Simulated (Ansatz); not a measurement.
# La2O3: the cost of one run

Computed with Ansatz 0.2.0 (DFT PBE, scalar-relativistic, plane waves, PAW, unless a step's input says otherwise).

1 further run of the same task is left out (set aside as unsound or not needed).

### 1 Starting point

It takes space group Pm-3m (No. 221, cubic). The conventional cell has a = 4.580 Å, b = 4.580 Å, c = 4.580 Å, α = 90.00°, β = 90.00°, γ = 90.00°. La (site symmetry m-3m) has 12 O at 3.24 Å as nearest neighbours. La (site symmetry m-3m) has 6 O at 2.29 Å as nearest neighbours. O (site symmetry 4/mmm) is surrounded by 6 La at 2.29 to 3.24 Å.

Coordinates:

```cif
data_structure
_symmetry_space_group_name_H-M 'Pm-3m'
_symmetry_Int_Tables_number 221
_cell_length_a 4.5800
_cell_length_b 4.5800
_cell_length_c 4.5800
_cell_angle_alpha 90.000
_cell_angle_beta 90.000
_cell_angle_gamma 90.000
_cell_volume 96.07
loop_
_atom_site_label
_atom_site_type_symbol
_atom_site_symmetry_multiplicity
_atom_site_Wyckoff_symbol
_atom_site_fract_x
_atom_site_fract_y
_atom_site_fract_z
_atom_site_occupancy
La1 La 1 a 0.00000 0.00000 0.00000 1
La2 La 1 b 0.50000 0.50000 0.50000 1
O1 O 3 c 0.00000 0.50000 0.50000 1
```

The cell was relaxed beforehand at this level, from a generated guess; it is a trial structure. At a tolerance of 0.02 Å it has space group Pm-3m (No. 221); it has 19.21 Å³/atom, an uncorrected energy of -2.53 eV/atom over the elements.

### 2 Bands, states and charges

File input.yaml:

```yaml
crystal:
  lattice:
    - [4.5800274998, 0.0, 0.0]
    - [0.0, 4.5800274998, 0.0]
    - [0.0, 0.0, 4.5800274998]
  atoms:
    - { symbol: La, position: [0.0, 0.0, 0.0] }
    - { symbol: La, position: [0.5, 0.5, 0.5] }
    - { symbol: O, position: [0.0, 0.5, 0.5] }
    - { symbol: O, position: [0.5, 0.0, 0.5] }
    - { symbol: O, position: [0.5, 0.5, 0.0] }
basis:
  ecutwfc: 420
kpoints:
  mp_grid: { grid: [8, 8, 8] }
  band_path:
    path:
      - [[0.0, 0.0, 0.0], [0.0, 0.5, 0.0], [0.5, 0.5, 0.0], [0.0, 0.0, 0.0], [0.5, 0.5, 0.5], [0.0, 0.5, 0.0]]
      - [[0.5, 0.5, 0.5], [0.5, 0.5, 0.0]]
    npoints: 14
hamiltonian:
  xc: pbe
scf:
  occupations: { method: gaussian, width: 0.02 }
  n_extra_bands: 12
output:
  forces: true
  stress: true
  eigenvalues: true
  populations: true
  dos: { projected: true, de: 0.02, nscf_kmesh: { grid: [12, 12, 12] } }
  bader: true
  write_density: true
  write_potential: true
  elf: true
  volumetric_format: npy
```

On the command line:

```bash
$ ansatz run input.yaml --threads 1 --pin off --max-ram 2048MiB --backend cpu --events-out ev --progress --plain --runs-dir out
```

**Question.** How long does this run take on 1 thread of Arm Neoverse V2, shared host, and how much memory does it need?

About 41 s, with a peak of 0.42 GiB.
